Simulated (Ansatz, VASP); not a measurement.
MgSi2N2 in VASP and in Ansatz

INCAR

```
ALGO     = Normal         # electronic algorithm
EDIFF    = 1E-7           # SCF threshold, eV
EDIFFG   = -0.04          # ionic threshold
ENCUT    = 600            # plane-wave cutoff, eV
GGA      = PE             # functional
IBRION   = 2              # ionic algorithm
ISIF     = 3              # what is computed and relaxed
ISMEAR   = 0              # smearing method
LASPH    = True           # aspherical terms in the spheres
LCHARG   = False          # write CHGCAR
LREAL    = False          # projectors in reciprocal space
LWAVE    = False          # write WAVECAR
NELM     = 60             # most SCF steps
NSW      = 90             # ionic steps
PREC     = Accurate       # precision mode
SIGMA    = 0.1            # smearing width, eV
```

The input KPOINTS:

```
k-points
0
Gamma
  6 6 6
```

POSCAR

```
MgSi2N2
1.0
    4.3112343680      0.0000000000      0.0000000000
   -2.1556171840      3.7336384844      0.0000000000
    0.0000000000      0.0000000000      3.6508700920
Mg Si N
1 2 2
Direct
    0.0000000000      0.0000000000      0.0000000000
    0.3333333333      0.6666666667      0.5000000000
    0.6666666667      0.3333333333      0.5000000000
    0.3333333333      0.6666666667      0.0000000000
    0.6666666667      0.3333333333      0.0000000000
```

Input for Ansatz:

```yaml
crystal:
  lattice:
    - [4.311234368, 0.0, 0.0]
    - [-2.155617184, 3.7336384844, 0.0]
    - [0.0, 0.0, 3.650870092]
  atoms:
    - { symbol: Mg, position: [0.0, 0.0, 0.0] }
    - { symbol: Si, position: [0.3333333333, 0.6666666667, 0.5] }
    - { symbol: Si, position: [0.6666666667, 0.3333333333, 0.5] }
    - { symbol: "N", position: [0.3333333333, 0.6666666667, 0.0] }
    - { symbol: "N", position: [0.6666666667, 0.3333333333, 0.0] }
basis:
  ecutwfc: 420
kpoints:
  mp_grid: { grid: [6, 6, 6] }
hamiltonian:
  xc: pbe
scf:
  occupations: { method: gaussian, width: 0.1 }
  lower_state_search: "off"
output:
  forces: true
  stress: true
  eigenvalues: true
relax:
  adjacent_minimum: "off"
  f_tol: 0.04
  max_steps: 70
  cell: { stress_tol: 0.4 }
```

Alike in both runs: task relaxation of cell and atoms; functional PBE; k mesh 6 × 6 × 6; occupations gaussian, width 0.1 eV; no spin polarisation.

```csv
,VASP,Ansatz
version,VASP 6.6.1,Ansatz 0.2.0
potentials or method,"VASP PAW PBE potentials, release 64 (Mg, Si, N)","scalar-relativistic, plane waves, PAW"
plane-wave cutoff (eV),600,420
valence electrons in the cell,20,28
```

|  | VASP | Ansatz | Ansatz less VASP |
| --- | --- | --- | --- |
| gap on the k mesh at the Fermi level, each at its own relaxed structure (eV) | none | none | - |
| relaxed volume (Å³/atom) | 12.48 | 12.52 | +0.034 |
| relaxed cell length with the largest relative difference (Å) | 4.588 | 4.594 | +0.0059 |
| energy change over the relaxation (meV/atom) | -40 | -43 | -3.1 |

A gap of «none» marks a metal or a gap that the smearing closes. The two sets of potentials don't hold the same shells in valence.
